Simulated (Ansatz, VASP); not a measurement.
**ZrO2 (nc): VASP beside Ansatz**

```
Zr O
1.0
     3.62062    0.00000    0.00000
     0.00000    3.62062    0.00000
     0.00000    0.00000    5.28050
Zr O
2 4
Direct
  0.00000 0.00000 0.00000
  0.50000 0.50000 0.50000
  0.00000 0.50000 0.19296
  0.00000 0.50000 0.69296
  0.50000 0.00000 0.30704
  0.50000 0.00000 0.80704
```

Alike in both runs: functional PBE; k mesh 6 × 6 × 6; occupations gaussian, width 0.02 eV; no spin polarisation.

Ansatz relaxed the structure, and its values are those at the end. VASP's run is a single point on that final structure, the one shown.

```csv
,VASP,Ansatz
version,VASP 6.6.1,Ansatz 0.2.0
potentials or method,"VASP PAW PBE potentials, release 64 (Zr_sv, O)","scalar-relativistic, plane waves, norm-conserving pseudopotentials"
plane-wave cutoff (eV),520,1240
valence electrons in the cell,48,48
```

|  | VASP | Ansatz | Ansatz less VASP |
| --- | --- | --- | --- |
| gap on the k mesh at the Fermi level (eV) | 4.05 | 4.05 | +0.008 |
| least direct gap on the mesh (eV) | 4.13 | 4.13 | +0.008 |
| pressure (GPa) | 0.4 | 0.0 | -0.43 |
| rms of the force components (eV/Å) | 0.010 | 0.000 | -0.0095 |

The functional is the same, so the differences come from potentials, cutoffs and numerics.

A k mesh can miss the band edges.
